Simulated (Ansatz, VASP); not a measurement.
Mo: VASP beside Ansatz

```xyz
1
Lattice="2.7423 0.0000 0.0000 -1.3712 2.3749 0.0000 0.0000 0.0000 2.6167" Properties=species:S:1:pos:R:3 pbc="T T T"
Mo    0.0000    0.0000    1.3083
```

Change from the starting cell: strain +0.000 along x and y, +0.050 along z, atoms carried along.

Alike in both runs: task single point; functional PBEsol; k mesh 24 × 24 × 24; occupations gaussian, width 0.15 eV; no spin polarisation.

|  | VASP | Ansatz |
| --- | --- | --- |
| version | VASP 6.6.1 | Ansatz 0.2.0 |
| potentials or method | VASP PAW PBE potentials, release 64 (Mo_sv) | scalar-relativistic, plane waves, PAW |
| plane-wave cutoff (eV) | 520 | 420 |
| valence electrons in the cell | 14 | 14 |

|  | VASP | Ansatz | Ansatz less VASP |
| --- | --- | --- | --- |
| gap on the k mesh at the Fermi level (eV) | none | none | - |
| pressure (GPa) | -8.8 | -9.2 | -0.45 |
| largest component of the traceless stress (GPa) | 9.06 | 9.09 | +0.030 |

A gap of «none» marks a metal or a gap that the smearing closes. With one functional, cell and mesh, what is left measures potentials, basis and numerics.

Caveats: the PAW data sets were made with another functional, which shifts forces and pressure a little (VASP).
